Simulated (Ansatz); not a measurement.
Input of an Ansatz 0.2.0 run:

Contents of input.yaml:

```yaml
crystal:
  lattice:
    - [0.06262, 3.114452, 3.1282]
    - [3.07485, 0.097095, 3.093725]
    - [3.094236, 3.099363, 0.077709]
  atoms:
    - { symbol: Pb, position: [0.0, 0.0, 0.0], spin: 0.5 }
    - { symbol: Se, position: [0.5, 0.5, 0.5] }
hamiltonian:
  xc: lda
  pseudopotentials: { kind: paw, xc_functional: lda, accuracy: standard }
magnetization:
  spin_polarized: true
kpoints:
  mp_grid: { grid: [6, 6, 6] }
scf:
  occupations: { method: methfessel_paxton, width: 0.05 }
output:
  forces: true
  stress: true
  eigenvalues: true
```

Potentials or basis: JTH PAW LDA.

Run with:

```bash
$ ansatz run input.yaml --threads 1 --pin off --max-ram 2560MiB --backend cpu --events-out ev --progress --plain --runs-dir out
```

Task: Estimate the pressure.

Result: -2.3 GPa.

Task: Predict the net moment.

Result: 0.00 μB per cell.

Task: Predict the absolute moment.

Result: 0.00 μB per cell.

Task: Estimate the band gap on the k mesh.

Result: None (metal or under the smearing width).

Stress tensor (GPa, compression positive):
```
-1.97 -0.43 -0.27
-0.43 -2.13 -0.58
-0.27 -0.58 -2.66
```

Caveat: the starting moments weren't kept. The run has no spin-orbit coupling, so splittings on Pb are missing.
